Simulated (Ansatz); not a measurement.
## Levels at Γ against strain in ZrO2

```xyz
6
Lattice="3.5961 0.0000 0.0000 0.0000 3.5961 0.0000 0.0000 0.0000 5.1770" Properties=species:S:1:pos:R:3 pbc="T T T"
Zr    0.0000    0.0000    0.0000
Zr    1.7980    1.7980    2.5885
O     0.0000    1.7980    1.0509
O     0.0000    1.7980    3.6394
O     1.7980    0.0000    1.5376
O     1.7980    0.0000    4.1261
```

Atoms are numbered in the order listed.

The geometry is COD entry 2300612, unchecked; take it as a test cell.

These are results of Ansatz 0.2.0, DFT, PBE, all-electron LAPW, scalar-relativistic, not measurements.

Sampling and basis: a Γ-centred 6×6×4 k mesh, Fermi–Dirac smearing of 0.01 eV, basis error target 0.5 meV/atom, no spin polarisation.

The cell is scaled evenly. Fractional coordinates are held (clamped ions).

The valence-band top of this crystal doesn't lie at Γ but 0.12 eV above the top filled level there.

Only quantities that a quadratic follows smoothly over the whole series are listed; rougher ones are left out.

```
ln(V/Vcell)  direct gap at Γ (eV)  smallest gap on mesh and path (eV)
    -0.0619                 4.322                               4.184
    -0.0408                 4.257                               4.126
    -0.0202                 4.192                               4.069
    -0.0101                 4.160                               4.040
     0.0000                 4.128                               4.010
     0.0100                 4.092                               3.983
     0.0198                 4.054                               3.954
     0.0583                 3.906                               3.829
```

Q: Fit the series and give the slopes at zero strain.

A: Least-squares fits y = p0 + p1 x + p2 x² to the rows give direct gap at Γ (eV): p1 = -3.47, p2 = -5.1; smallest gap on mesh and path (eV): p1 = -2.95, p2 = -2.8. So dEg/dln V = -3.5 eV for the direct gap at Γ, which isn't the fundamental gap here: that one has dEg/dln V = -2.9 eV. Semilocal gaps are too small, but their slopes carry over better.

Q: One run, at ln(V/Vcell) = 0.0392, is withheld. Predict its row.

A: The fits give 3.982, 3.891; the run gave 3.979, 3.896.
